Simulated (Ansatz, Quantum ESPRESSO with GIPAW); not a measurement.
# Reading a 13C spectrum of Y2CN2O2

A crystal of composition Y2CN2O2 (one database entry, not always the ambient form) has the 13C spectrum and parameters below, calculated by GIPAW (PBEsol; shifts against TMS, scatter of the reference line 0.8 ppm; spans on the shift scale).

Simulated spectrum: 13C static powder, 23.5 T (251.6 MHz), lines broadened by 6.7 ppm; rigid lattice, with dipolar and J couplings left out.

δ (ppm), intensity and a bar:
```
      286       0.00 
      273       0.00 
      260       0.01 
      248       0.60 ##################
      244       1.00 ##############################
      236       0.57 #################
      223       0.38 ###########
      210       0.30 #########
      198       0.26 ########
      185       0.23 #######
      172       0.21 ######
      160       0.19 ######
      147       0.18 #####
      134       0.17 #####
      121       0.16 #####
      110       0.15 #####
       97       0.15 ####
       84       0.14 ####
       72       0.14 ####
       59       0.13 ####
       46       0.13 ####
       34       0.12 ####
       21       0.12 ####
        8       0.12 ###
       -5       0.11 ###
      -17       0.11 ###
      -30       0.11 ###
      -42       0.11 ###
      -54       0.10 ###
      -67       0.10 ###
      -80       0.10 ###
      -92       0.02 #
     -105       0.00 
     -118       0.00 
     -130       0.00
```

Most prominent maxima (ppm: height): 244: 1.00.

```tsv
line	δ_iso (ppm)	relative area	span (ppm)	skew
A	134.1	1	335.6	1.00
```

What coordination and symmetry does each C site have?

A: skew ±1 point to an axis of order three or more.  The structure behind these values (space group P6_3/mmc; other structures could give like values):

```tsv
line	surroundings	neighbours	bonds (Å)	site symmetry
A	CN2	2	1.236	-6m2
```

[Banner, clock, file and message-heading lines were taken out of the pw.x and gipaw.x logs.]

[Logs are printed without paths, hosts, clocks, repeated set-up lines and the standing remarks that a program may print on its own settings, such as how far it seeks lower states.]

[Hosts, paths, dates, database ids (printed as entryN), source tags and the programs' standing remarks are cut or masked in the printed files.]
